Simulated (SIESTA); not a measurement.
The system is FeO.

```
Fe O
1.0
    -1.60210    1.60210    2.08339
     1.60210   -1.60210    2.08339
     1.60210    1.60210   -2.08339
Fe O
1 1
Cartesian
  0.0000 0.0000 0.0000
  0.0000 0.0000 2.0834
```

The cell comes from a database or a generator and needn't be the stable form of this composition.

Base run:

* Program: SIESTA 5.4.2
* Functional: PBE
* Potentials or basis: PseudoDojo 0.4 standard (PBE files)
* Basis: DZP (energy shift 0.003 Ry; two zetas on semicore shells)
* Grid cutoff: 800 Ry
* Energy shift: 0.003 Ry
* k mesh: 12 × 12 × 12
* Occupations: fermi-dirac, width 0.05 eV
* Spin: collinear spin, ferromagnetic start
* Starting moments: [3.0, 0.0] μB

Its results: band gap on the k mesh none (metal or under the smearing width); pressure -8.3 GPa; net moment 4.00 μB per cell; site moments Fe +3.70; O +0.30 μB.

Problem. The run is repeated on the same cell with these changes: functional from PBE to PBEsol; potentials or basis from PseudoDojo 0.4 standard (PBE files) to PseudoDojo 0.4 standard (PBEsol files). What comes out?

Solution. Band gap on the k mesh none (metal or under the smearing width); pressure -15.8 GPa; net moment 4.00 μB per cell; site moments Fe +3.69; O +0.31 μB.

Caveats: short orbitals over semicore shells can move pressures by several GPa; the basis of atomic orbitals isn't converged, which shifts pressures, moduli and gaps; a cell with one magnetic atom can't hold antiferromagnetic order, which such compounds often take; semilocal functionals often make such compounds metallic where correlation or magnetic order opens a gap, which also shifts bond lengths; so large a pressure means that the cell lies far from this level's equilibrium, or that cutoff or potentials fall short (some runs).
